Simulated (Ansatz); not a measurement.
**Se: stiffness from a series of strains**

```yaml
crystal:
  lattice:
    - [4.35517, 0.00000, 0.00000]
    - [-2.17758, 3.77169, 0.00000]
    - [0.00000, 0.00000, 4.94945]
  atoms:
    - { symbol: Se, position: [0.21700, 0.00000, 0.16667] }
    - { symbol: Se, position: [0.00000, 0.21700, 0.83333] }
    - { symbol: Se, position: [0.78300, 0.78300, 0.50000] }
```

Atoms are numbered in the order listed.

The cell is COD entry 9008579, as deposited and not checked against the literature; nothing was relaxed.

Level of theory: Ansatz 0.2.0, DFT, LDA, all-electron LAPW, scalar-relativistic.

The runs use a Γ-centred 8×8×6 k mesh, Fermi–Dirac smearing of 0.03 eV, basis error target 0.5 meV/atom, no spin polarisation.

The strain is applied along the Cartesian axes of the cell as listed (the other components stay zero). Fractional coordinates are held (clamped ions).

σ is the change of stress from the unstrained cell, which is at 1.38 GPa; tension is positive, so slopes are stress–strain coefficients at that pressure.

Only quantities that a quadratic follows smoothly over the whole series are listed; rougher ones are left out.

```csv
εxx = εyy,σzz (GPa),σxx (GPa)
-0.0300,-4.45,-2.81
-0.0200,-2.82,-1.81
-0.0100,-1.34,-0.87
0.0000,0.00,0.00
0.0200,2.32,1.57
0.0300,3.31,2.28
```

Problem. Fit the series and read off the stiffness at zero strain.

Solution. Least-squares fits y = p0 + p1 x + p2 x² to the rows give σzz (GPa): p1 = 129, p2 = -640; σxx (GPa): p1 = 84.7, p2 = -300. So C13 + C23 = 129 GPa and C11 + C12 = 85 GPa, for these axes.

Problem. One run, at εxx = εyy = 0.0100, is withheld. Predict its row.

Solution. The fits give 1.23, 0.82; the run gave 1.22, 0.81.
